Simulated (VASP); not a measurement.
Runs of VASP 6.6.1 on B. It takes space group Pm-3m (No. 221, cubic). Conventional cell: a = 1.885 Å, b = 1.885 Å, c = 1.885 Å, α = 90.00°, β = 90.00°, γ = 90.00°. B (site symmetry m-3m) is surrounded by 6 B at 1.89 Å. The cell was built by a generator and needn't be a form met in nature.

```tsv
level	potentials or basis	further INCAR settings	pressure (GPa)
TPSS	VASP PAW PBE potentials, release 64 (B)	ALGO = Normal; EDIFF = 1e-06	-1.7
PBE	VASP PAW PBE potentials, release 64 (B)	ALGO = Fast; EDIFF = 1e-06	0.4
LDA	VASP PAW LDA potentials, release 64 (B)	ALGO = Fast; EDIFF = 1e-06	(b)
SCAN	VASP PAW PBE potentials, release 64 (B)	ALGO = Normal; EDIFF = 1e-06	(a)
PBEsol	VASP PAW PBE potentials, release 64 (B)	ALGO = Fast; EDIFF = 1e-06	-2.2
```

Alike in all rows: task band structure; no spin polarisation; cell as given; k mesh 14 × 14 × 14; cutoff (eV) 520; smearing fermi-dirac 0.05 eV.

**Question.** Estimate the missing entries.

**Answer.** (a) -1.1; (b) -7.1.

Caveats: the PAW data sets were made with another functional, which shifts forces and pressure a little (some runs).
